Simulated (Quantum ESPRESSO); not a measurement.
Runs of Quantum ESPRESSO 7.5 on TaS2. The cell holds a slab with vacuum, 6 atoms: a = 3.350 Å, b = 3.350 Å, c = 23.790 Å, α = 90.00°, β = 90.00°, γ = 120.00°. 

```tsv
task	level	potentials or basis	cutoff (eV)	smearing	form of the LDA correlation	real-space augmentation (tqr)	gap on the mesh (eV)	largest force (eV/Å)	work function (eV)
work function	LDA	GBRV 1.5 LDA	680	methfessel-paxton 0.136 eV	PZ81	yes	none	(b)	(a)
band structure	PBE+D2	JTH 2.0 PBE	612	cold 0.2 eV	-	yes	none	1.28	5.08
work function	PBE	PseudoDojo 0.4.1 SR PBE standard	789	cold 0.1 eV	-	-	none	1.37	5.09
work function	PBE+D3(BJ)	GBRV 1.5 PBE	680	gaussian 0.1 eV	-	yes	none	1.27	5.09
work function	PBE	PseudoDojo 0.4.1 SR PBE standard	789	cold 0.01 eV	-	-	none	1.38	5.15
```

Alike in all rows: no spin polarisation; cell as given; k mesh 9 × 9 × 1.

**Question.** Fill in the values left out.

**Answer.** (a) 5.36; (b) 0.79.

Caveats: real space augmentation costs some meV and hundredths of eV per Å (some runs); levels on the path don't meet those of the self-consistent run (some runs).

A k mesh can miss the band edges, and the runs leave out spin-orbit coupling on Ta.

A gap of «none» marks a metal or a gap under the smearing width.
